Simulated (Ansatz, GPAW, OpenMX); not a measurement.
**MnS: programs and potentials compared**

```xyz
2
Lattice="0.0000 2.6045 2.6045 2.6045 0.0000 2.6045 2.6045 2.6045 0.0000" Properties=species:S:1:pos:R:3 pbc="T T T"
Mn    0.0000    0.0000    0.0000
S     2.6045    2.6045    2.6045
```

Alike in all runs: task band structure; functional PBE; k mesh 7 × 7 × 7; occupations fermi-dirac, width 0.05 eV; collinear spin, ferromagnetic start; no spin-orbit coupling. The measured crystal is an antiferromagnetic insulator; the state found here is the runs' own. Pressure is positive in compression and, in plane waves, holds the error of the finite cutoff, which Ansatz's Pulay term estimates and takes out.

```csv
program and potentials,plane-wave cutoff (eV),notes,pressure (GPa),net moment per atom (μB)
"Ansatz, Ansatz PAW",420,10.5 valence electrons an atom on average; Pulay term of +0.04 GPa included,-3.20,2.35
"GPAW, GPAW PAW data sets (gpaw-data 1.2.1)",600,10.5 valence electrons an atom on average,-3.29,2.34
"GPAW, GPAW PAW data sets (gpaw-data 1.2.1), other valence",600,6.5 valence electrons an atom on average,-3.37,2.34
"OpenMX, OpenMX 2013 PBE set, Mn6.0-s3p2d2, S7.0-s2p2d1f1, grid cutoff 400 Ry",-,atomic basis; 10.5 valence electrons an atom on average,-1.79,2.35
"GPAW, GPAW PAW data sets (gpaw-data 1.2.1), newer versions",600,10.5 valence electrons an atom on average,-4.12,2.35
```

The pressure spans -4.12 (GPAW, GPAW PAW data sets (gpaw-data 1.2.1), newer versions) to -1.79 GPa (OpenMX, OpenMX 2013 PBE set, Mn6.0-s3p2d2, S7.0-s2p2d1f1, grid cutoff 400 Ry). The net moment per atom spans 2.34 (GPAW, GPAW PAW data sets (gpaw-data 1.2.1)) to 2.35 μB (OpenMX, OpenMX 2013 PBE set, Mn6.0-s3p2d2, S7.0-s2p2d1f1, grid cutoff 400 Ry). The state is the one that the start led to, which needn't be the lowest. Rows in atomic bases carry the error of their basis and grid, which can be large.

The functional is the same throughout but for its coding, so the spread measures potentials, basis and numerics; runs on potential files found faulty are left out.
